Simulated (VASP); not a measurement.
# Pt (Fm-3m) in VASP: a series of runs, part 2 of 2

VASP 6.6.1. The steps go on from the part before.

### Step 3. Single point, PBE

Contents of INCAR:

```
SYSTEM = Pt
  PREC = Accurate
  ENCUT = 520
  EDIFF = 1E-7
  ISMEAR = 0
  SIGMA = 0.1
  LREAL = .False.
  LASPH = .True.
  NELM = 60
  ALGO = Normal
  ISIF = 2
  LWAVE = .False.
  LCHARG = .False.
  GGA = PE
```

Contents of KPOINTS:

```
regular mesh
0
Gamma
  6 6 6
  0 0 0
```

Contents of POSCAR:

```
Pt
1.0
    0.0000000000      1.9609000000      1.9609000000
    1.9609000000      0.0000000000      1.9609000000
    1.9609000000      1.9609000000      0.0000000000
Pt
1
Direct
    0.0000000000      0.0000000000      0.0000000000
```

Potentials or basis: VASP PAW PBE potentials, release 64 (Pt).

On the command line:

```bash
cat potpaw_PBE.64/Pt/POTCAR > POTCAR
mpirun -np 1 vasp_std > vasp.out
```

OUTCAR:

```text
SYSTEM = Pt
   PREC = Accurate
   ENCUT = 520
   EDIFF = 1E-7
   ISMEAR = 0
   LREAL = .False.
   LASPH = .True.
   NELM = 60
   ISIF = 2
   GGA = PE

 ion  position               nearest neighbor table
   1  0.000  0.000  0.000-

  LATTYP: Found a face centered cubic cell.
 ALAT       =     3.9218000000

  Lattice vectors:

 A1 = (   0.0000000000,   1.9609000000,   1.9609000000)
 A2 = (   1.9609000000,   0.0000000000,   1.9609000000)
 A3 = (   1.9609000000,   1.9609000000,   0.0000000000)

Analysis of symmetry for initial positions (statically):
=====================================================================
 Subroutine PRICEL returns:
 Original cell was already a primitive cell.

 Routine SETGRP: Setting up the symmetry group for a
 face centered cubic supercell.

 Subroutine GETGRP returns: Found 48 space group operations
 (whereof 48 operations were pure point group operations)
 out of a pool of 48 trial point group operations.

The static configuration has the point symmetry O_h .

Analysis of symmetry for dynamics (positions and initial velocities):
=====================================================================
 Subroutine PRICEL returns:
 Original cell was already a primitive cell.

 Routine SETGRP: Setting up the symmetry group for a
 face centered cubic supercell.

 Subroutine GETGRP returns: Found 48 space group operations
 (whereof 48 operations were pure point group operations)
 out of a pool of 48 trial point group operations.

The dynamic configuration has the point symmetry O_h .

 Subroutine INISYM returns: Found 48 space group operations
 (whereof 48 operations are pure point group operations),
 and found     1 'primitive' translations

----------------------------------------------------------------------------------------

                                     Primitive cell

  volume of cell :      15.0798

  direct lattice vectors                    reciprocal lattice vectors
     0.000000000  1.960900000  1.960900000    -0.254984956  0.254984956  0.254984956
     1.960900000  0.000000000  1.960900000     0.254984956 -0.254984956  0.254984956
     1.960900000  1.960900000  0.000000000     0.254984956  0.254984956 -0.254984956

  length of vectors
     2.773131374  2.773131374  2.773131374     0.441646899  0.441646899  0.441646899

  position of ions in fractional coordinates (direct lattice)
     0.000000000  0.000000000  0.000000000

  ion indices of the primitive-cell ions
   primitive index   ion index
                 1           1

----------------------------------------------------------------------------------------

 KPOINTS: regular mesh

Automatic generation of k-mesh.
 Grid dimensions read from file:
 generate k-points for:    6    6    6

 Generating k-lattice:

  Cartesian coordinates                     Fractional coordinates (reciprocal lattice)
    -0.042497493  0.042497493  0.042497493     0.166666667  0.000000000  0.000000000
     0.042497493 -0.042497493  0.042497493     0.000000000  0.166666667  0.000000000
     0.042497493  0.042497493 -0.042497493     0.000000000  0.000000000  0.166666667

  Length of vectors
     0.073607816  0.073607816  0.073607816

  Shift w.r.t. Gamma in fractional coordinates (k-lattice)
     0.000000000  0.000000000  0.000000000

 Subroutine IBZKPT returns following result:
 ===========================================

 Found     16 irreducible k-points:

 Following reciprocal coordinates:
            Coordinates               Weight
  0.000000  0.000000  0.000000      1.000000
  0.166667  0.000000  0.000000      8.000000
  0.333333  0.000000  0.000000      8.000000
  0.500000  0.000000  0.000000      4.000000
  0.166667  0.166667  0.000000      6.000000
  0.333333  0.166667  0.000000     24.000000
[... 8 lines left out ...]
 -0.333333  0.333333  0.166667     24.000000
 -0.333333  0.500000  0.166667     12.000000
   k-points           NKPTS =     16   k-points in BZ     NKDIM =     16   number of bands    NBANDS=      9
   number of dos      NEDOS =    301   number of ions     NIONS =      1
   total plane-waves  NPLWV =  13824
   dimension x,y,z NGX =    24 NGY =   24 NGZ =   24
   dimension x,y,z NGXF=    48 NGYF=   48 NGZF=   48
   ions per type =               1
   NGX,Y,Z   is equivalent  to a cutoff of  14.39, 14.39, 14.39 a.u.
   NGXF,Y,Z  is equivalent  to a cutoff of  28.78, 28.78, 28.78 a.u.
 SYSTEM =  Pt
   PREC   = accura    normal or accurate (medium, high low for compatibility)
   ISTART =      0    job   : 0-new  1-cont  2-samecut
   ICHARG =      2    charge: 1-file 2-atom 10-const
   ISPIN  =      1    spin polarized calculation?
   LNONCOLLINEAR =      F non collinear calculations
   LSORBIT =      F    spin-orbit coupling
   LASPH  =      T    aspherical Exc in radial PAW
   ENCUT  =  520.0 eV  38.22 Ry    6.18 a.u.   5.16  5.16  5.16*2*pi/ulx,y,z
   NELM   =     60;   NELMIN=  2; NELMDL= -5     # of ELM steps
   EDIFF  = 0.1E-06   stopping-criterion for ELM
   LREAL  =      F    real-space projection
   EDIFFG = 0.1E-05   stopping-criterion for IOM
   NSW    =      0    number of steps for IOM
   IBRION =     -1    ionic relax: 0-MD 1-quasi-New 2-CG
   NFREE  =      0    steps in history (QN), initial steepest desc. (CG)
   ISIF   =      2    stress and relaxation
   ISYM   =      2    0-nonsym 1-usesym 2-fastsym
   POTIM  = 0.5000    time-step for ionic-motion
   TEBEG  =    0.0;   TEEND  =   0.0 temperature during run
   PSTRESS=    0.0 pullay stress
   NELECT =      10.0000    total number of electrons
   NUPDOWN=      -1.0000    fix difference up-down
   EMIN   =  10.00;   EMAX   =-10.00  energy-range for DOS
   EFERMI =   0.00;   METHOD = LEGACY
   ISMEAR =     0;   SIGMA  =   0.10  broadening in eV -4-tet -1-fermi 0-gaus
   EFERMI_NEDOS =   21; number of points for ismear=-14 and -15
   IALGO  =     38    algorithm
   IMIX   =      4    mixing-type and parameters
     AMIX     =   0.40;   BMIX     =  1.00
     AMIX_MAG =   1.60;   BMIX_MAG =  1.00
  volume/ion in A,a.u.               =      15.08       101.76
  Fermi-wavevector in a.u.,A,eV,Ry     =   1.427609  2.697791 27.729605  2.038068
  Thomas-Fermi vector in A             =   2.547760
   LORBIT       =      0    0 simple, 1 ext, 2 COOP (PROOUT), +10 PAW based schemes
   GGA     = PE    functional components
   LHFCALC =     F    Hartree Fock is set to
   AEXX    =    0.0000 exact exchange contribution
   IVDW    =     0    specifies the selected vdW correction
   LEPSILON=     F    determine dielectric tensor
   LRPA    =     F    only Hartree local field effects (RPA)
 non-spin polarized calculation
 Gauss-broadening in eV      SIGMA  =   0.10
  energy-cutoff  :      520.00
  volume of cell :       15.08
 maximum number of plane-waves:       419
 NGX is ok and might be reduce to    24
   NGX = 11   NGY = 11   NGZ = 11

 number of electron      10.0000000 magnetization

 Free energy of the ion-electron system (eV)
  ---------------------------------------------------
  ext. energy  EPLUGINS =         0.00000000
  ---------------------------------------------------
  free energy    TOTEN  =        -6.19565101 eV

  energy without entropy =       -6.18890013  energy(sigma->0) =       -6.19227557

 E-fermi :  11.2504     XC(G=0): -13.4977

 val. band max:       11.2299170330   @ k =   0.5000   0.5000   0.0000
 cond. band min:      11.2672748742   @ k =   0.5000   0.0000   0.0000
 fundamental gap:      0.0373578412
 Fermi energy:        11.2503895258

 k-point     1 :       0.0000    0.0000    0.0000
  band No.  band energies     occupation
      1       1.0487      2.00000
      2       7.4488      2.00000
      3       7.4488      2.00000
      4       7.4488      2.00000
      5       9.5962      2.00000
      6       9.5962      2.00000
      7      25.9148      0.00000
      8      30.8745      0.00000
      9      30.8745      0.00000

 k-point     2 :       0.1667    0.0000    0.0000
  band No.  band energies     occupation
      1       2.0959      2.00000
      2       7.0902      2.00000
      3       7.7754      2.00000
      4       7.7754      2.00000
      5       9.4924      2.00000
      6       9.4924      2.00000
      7      27.1711      0.00000
      8      27.3414      0.00000
      9      32.4879      0.00000
[... 157 lines left out ...]
 k-point    16 :      -0.3333    0.5000    0.1667
  band No.  band energies     occupation
      1       5.1139      2.00000
      2       5.5548      2.00000
      3       8.2238      2.00000
      4       9.8529      2.00000
      5      11.7231      0.00000
      6      17.2803      0.00000
      7      18.6525      0.00000
      8      21.3095      0.00000
      9      23.2556      0.00000

------------------------ aborting loop because EDIFF is reached ----------------------------------------

  FORCE on cell =-STRESS in cart. coord.  units (eV):
  Direction    XX          YY          ZZ          XY          YZ          ZX
  --------------------------------------------------------------------------------------
  -------------------------------------------------------------------------------------
  Total        0.6368425      0.6368425      0.6368425     -0.0000000      0.0000000     -0.0000000
  in kB       67.6622293     67.6622293     67.6622293     -0.0000000      0.0000000     -0.0000000
  external PRESSURE =      67.6622293 kB  Pullay stress =       0.0000000 kB

 VOLUME and BASIS-vectors are now :
 -----------------------------------------------------------------------------
  energy-cutoff  :      520.00
  volume of cell :       15.08
      direct lattice vectors                 reciprocal lattice vectors
     0.000000000  1.960900000  1.960900000    -0.254984956  0.254984956  0.254984956
     1.960900000  0.000000000  1.960900000     0.254984956 -0.254984956  0.254984956
     1.960900000  1.960900000  0.000000000     0.254984956  0.254984956 -0.254984956

 POSITION                                       TOTAL-FORCE (eV/Angst)
 -----------------------------------------------------------------------------------
      0.00000      0.00000      0.00000         0.000000      0.000000      0.000000
 -----------------------------------------------------------------------------------
    total drift:                               -0.000000      0.000000      0.000000

  FREE ENERGIE OF THE ION-ELECTRON SYSTEM (eV)
  ---------------------------------------------------
  free  energy   TOTEN  =        -6.1956510147 eV

  energy  without entropy=       -6.1889001283  energy(sigma->0) =       -6.19227557
```

OSZICAR:

```text
N       E                     dE             d eps       ncg     rms          rms(c)
DAV:   1     0.391724730030E+02    0.39172E+02   -0.56047E+03   296   0.103E+03
DAV:   2    -0.605754911807E+01   -0.45230E+02   -0.44111E+02   327   0.191E+02
DAV:   3    -0.658712668747E+01   -0.52958E+00   -0.52883E+00   365   0.203E+01
DAV:   4    -0.658841834886E+01   -0.12917E-02   -0.12916E-02   316   0.104E+00
DAV:   5    -0.658842765845E+01   -0.93096E-05   -0.93099E-05   359   0.817E-02    0.126E+01
DAV:   6    -0.624368556152E+01    0.34474E+00   -0.84423E-01   291   0.853E+00    0.657E+00
DAV:   7    -0.619931583701E+01    0.44370E-01   -0.18665E-01   307   0.391E+00    0.233E+00
DAV:   8    -0.619590911348E+01    0.34067E-02   -0.66580E-03   307   0.805E-01    0.619E-01
DAV:   9    -0.619564872553E+01    0.26039E-03   -0.15772E-04   302   0.128E-01    0.550E-02
DAV:  10    -0.619565115732E+01   -0.24318E-05   -0.35559E-06   353   0.173E-02    0.711E-03
DAV:  11    -0.619565099321E+01    0.16411E-06   -0.31402E-08   204   0.206E-03    0.118E-03
DAV:  12    -0.619565101467E+01   -0.21458E-07   -0.34614E-09   147   0.454E-04
   1 F= -.61956510E+01 E0= -.61922756E+01  d E =-.675089E-02
```

It used 2.9 s of CPU time on 1 thread of Intel(R) Xeon(R) Platinum 8559C (Emerald Rapids), on a shared host, which was overloaded at the time.

What came out:

```yaml
Free_energy: -6.1957 eV
Pressure: 6.8 GPa
Band_gap_on_the_k_mesh: none (metal or under the smearing width)
```

Caveat: the k mesh is coarse (spacing up to 0.46 Å⁻¹), so the values aren't converged. The run has no spin-orbit coupling, so splittings on Pt are missing.

### Step 4. Single point, PBE

INCAR is that of step 3.

Contents of KPOINTS:

```
regular mesh
0
Gamma
  8 8 8
  0 0 0
```

POSCAR is that of step 3.

On the command line:

```bash
cat potpaw_PBE.64/Pt/POTCAR > POTCAR
mpirun -np 1 vasp_std > vasp.out
```

It used 4.2 s of CPU time on 1 thread of Intel(R) Xeon(R) Platinum 8559C (Emerald Rapids), on a shared host, which was overloaded at the time.

It converged, with:

```
Free energy            : -6.0731 eV
Pressure               : 8.9 GPa
Band gap on the k mesh : none (metal or under the smearing width)
```

Levels at points of the mesh, in eV from the Fermi level:
```tsv
k point	band 1	band 2	band 3	band 4	band 5	band 6	band 7	band 8	band 9
(0.00, 0.00, 0.00)	-10.15	-3.75	-3.75	-3.75	-1.60	-1.60	14.71	19.68	19.68
(0.50, 0.00, 0.00)	-7.27	-3.81	-3.81	-0.40	0.07	0.07	5.89	14.28	19.05
(0.50, 0.50, 0.00)	-7.03	-6.57	0.04	0.52	0.52	1.85	8.93	11.46	11.46
```

Spin-orbit coupling is left out, which matters for the levels of Pt.

### Step 5. Summary

| k mesh | mesh quality | gap on the mesh (eV) | pressure (GPa) |
| --- | --- | --- | --- |
| 4 × 4 × 4 | coarse | none | 7.7 |
| 6 × 6 × 6 | coarse | none | 6.8 |
| 8 × 8 × 8 | not flagged | none | 8.9 |

Alike in all rows: task single point; level PBE; potentials or basis VASP PAW PBE potentials, release 64 (Pt); no spin polarisation; cell as given; cutoff (eV) 520; smearing gaussian 0.1 eV.

Caveats: some runs use coarse meshes.

Total energies depend on the potentials used, so only differences within one code and one set of settings carry meaning.
